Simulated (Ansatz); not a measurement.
# Cd: the cost of one run

Computed with Ansatz 0.2.0 (DFT PBE, scalar-relativistic, plane waves, PAW, unless a step's input says otherwise).

This is Cd in the fcc structure; at room conditions it is hcp.

**1. Starting point**

It takes space group Fm-3m (No. 225, cubic). The conventional cell has a = 4.436 Å, b = 4.436 Å, c = 4.436 Å, α = 90.00°, β = 90.00°, γ = 90.00°. Around Cd (site symmetry m-3m) lie 12 Cd at 3.14 Å.

Structure file:

```cif
data_structure
_symmetry_space_group_name_H-M 'Fm-3m'
_symmetry_Int_Tables_number 225
_cell_length_a 4.4363
_cell_length_b 4.4363
_cell_length_c 4.4363
_cell_angle_alpha 90.000
_cell_angle_beta 90.000
_cell_angle_gamma 90.000
_cell_volume 87.31
loop_
_atom_site_label
_atom_site_type_symbol
_atom_site_symmetry_multiplicity
_atom_site_Wyckoff_symbol
_atom_site_fract_x
_atom_site_fract_y
_atom_site_fract_z
_atom_site_occupancy
Cd1 Cd 4 a 0.00000 0.00000 0.00000 1
```

The structure comes from the Materials Project (structure only).

**2. The base run**

Contents of input.yaml:

```yaml
crystal:
  lattice:
    - [0.0, 2.21814975, 2.21814975]
    - [2.21814975, 0.0, 2.21814975]
    - [2.21814975, 2.21814975, 0.0]
  atoms:
    - { symbol: Cd, position: [0.0, 0.0, 0.0] }
basis:
  ecutwfc: 500
  fft_grid_basis: typed
kpoints:
  mp_grid: { grid: [14, 14, 14] }
hamiltonian:
  xc: pbe
  pseudopotentials: { kind: paw }
scf:
  occupations: { method: gaussian, width: 0.05 }
output:
  forces: true
  stress: true
  eigenvalues: true
  bader: true
  write_density: true
  volumetric_format: npy
  elf: true
```

Run with:

```bash
ansatz run input.yaml --threads 1 --pin off --max-ram 2560MiB --backend cpu --events-out ev --progress --plain --runs-dir out
```

**Question.** How long does this run take on 1 thread of Arm Neoverse N1, shared host, and how much memory does it need?

About 6.5 s, with a peak of 0.3 GiB.
